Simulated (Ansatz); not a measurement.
# LiBr (rocksalt): G0W0 against its settings

LiBr built on the rocksalt prototype, relaxed with r2SCAN; one-shot G0W0 in Ansatz without spin-orbit coupling. (Simulation; spin polarisation is off.)

```cif
data_structure
_symmetry_space_group_name_H-M 'Fm-3m'
_symmetry_Int_Tables_number 225
_cell_length_a 5.4791
_cell_length_b 5.4791
_cell_length_c 5.4791
_cell_angle_alpha 90.000
_cell_angle_beta 90.000
_cell_angle_gamma 90.000
_cell_volume 164.49
loop_
_atom_site_label
_atom_site_type_symbol
_atom_site_symmetry_multiplicity
_atom_site_Wyckoff_symbol
_atom_site_fract_x
_atom_site_fract_y
_atom_site_fract_z
_atom_site_occupancy
Li1 Li 4 a 0.00000 0.00000 0.00000 1
Br1 Br 4 b 0.50000 0.00000 0.00000 1
```

Gaps are read over the mesh points alone. G0W0 here is at a finite number of bands, screening cutoff and k mesh, not at the basis limit.

| start | potentials | frequency model | mesh | empty bands | screening cutoff (eV) | Kohn-Sham gap (eV) | G0W0 gap (eV) |
| --- | --- | --- | --- | --- | --- | --- | --- |
| PBE | PAW | contour deformation | 6×6×6 | 93 | 100 | 4.99 | 7.08 |
| PBE | PAW | contour deformation | 6×6×6 | 225 | 180 | 4.99 | 7.26 |
| PBE | PAW | contour deformation | 6×6×6 | 437 | 260 | 4.99 | 7.32 |
| HSE06 | PAW | contour deformation | 6×6×6 | 225 | 180 | 6.21 | 7.82 |
| r2SCAN | PAW | contour deformation | 6×6×6 | 225 | 180 | 5.88 | 7.69 |
| PBE0 | PAW | contour deformation | 6×6×6 | 225 | 180 | 6.90 | 8.03 |
| PBE | PAW | Godby-Needs pole | 6×6×6 | 225 | 180 | 4.99 | 7.21 |
| PBE | PAW | contour deformation | 8×8×8 | 66 | 80 | 4.99 | 7.00 |
| PBE | norm-conserving | contour deformation | 6×6×6 | 225 | 180 | 4.99 | 7.19 |

The quasiparticle gap on this mesh is 7.32 eV (direct at Γ), against 4.99 eV from PBE: +2.33 eV. Renormalisation factors Z lie between 0.79 and 0.84.

Raising bands and cutoff together moves the gap by +0.18 eV (100 to 180 eV), then +0.06 eV (180 to 260 eV); the last step is still large, so the basis limit isn't reached. Starting from HSE06 (6.21 eV against PBE's 4.99 eV) gives 7.82 eV, +0.56 eV from G0W0@PBE at the same screening cutoff. Starting from r2SCAN (5.88 eV against PBE's 4.99 eV) gives 7.69 eV, +0.43 eV from G0W0@PBE at the same screening cutoff. Starting from PBE0 (6.90 eV against PBE's 4.99 eV) gives 8.03 eV, +0.77 eV from G0W0@PBE at the same screening cutoff. The Godby-Needs plasmon pole differs from contour deformation by -0.05 eV. Norm-conserving potentials (wave cutoff 1034 eV against 420 eV) shift the quasiparticle gap by -0.07 eV and the PBE gap by 0.00 eV. r2SCAN runs take a wave cutoff of 500 eV.
